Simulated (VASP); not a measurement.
A run of VASP 6.6.1 is set up as follows.

Contents of INCAR:

```
PREC     = Accurate       # precision mode
ENCUT    = 520            # plane-wave cutoff, eV
EDIFF    = 1E-7           # SCF threshold, eV
ISMEAR   = -1             # smearing method
SIGMA    = 0.05           # smearing width, eV
LREAL    = F              # projectors in reciprocal space
LASPH    = T              # aspherical terms in the spheres
NELM     = 100            # most SCF steps
ALGO     = Fast           # electronic algorithm
ISIF     = 2              # what is computed and relaxed
LWAVE    = F              # write WAVECAR
LCHARG   = T              # write CHGCAR
GGA      = PS             # functional
LELF     = T              # ELF
LVHAR    = T            
NBANDS   = 12             # bands
ISYM     = 0
```

File KPOINTS:

```
Automatic mesh
0
Gamma
  14 14 16
```

POSCAR

```
Ga
1.0
   -1.3850247009      1.3850247009      2.1988746855
    1.3850247009     -1.3850247009      2.1988746855
    1.3850247009      1.3850247009     -2.1988746855
Ga
1
Direct
    0.0000000000      0.0000000000      0.0000000000
```

Potentials or basis: VASP PAW PBE potentials, release 64 (Ga_d).

Run with:

```bash
$ cat potpaw_PBE.64/Ga_d/POTCAR > POTCAR
$ mpirun -np 1 vasp_std > vasp.out
```

Question: Estimate the band gap on the k mesh.

Answer: None (metal or under the smearing width).

Question: Predict the pressure.

Answer: 3.3 GPa.

Stress tensor (GPa, compression positive):
```
3.47 0.13 0.11
0.13 3.47 0.11
0.11 0.11 2.87
```

Caveat: the PAW data sets were made with another functional, which shifts forces and pressure a little.
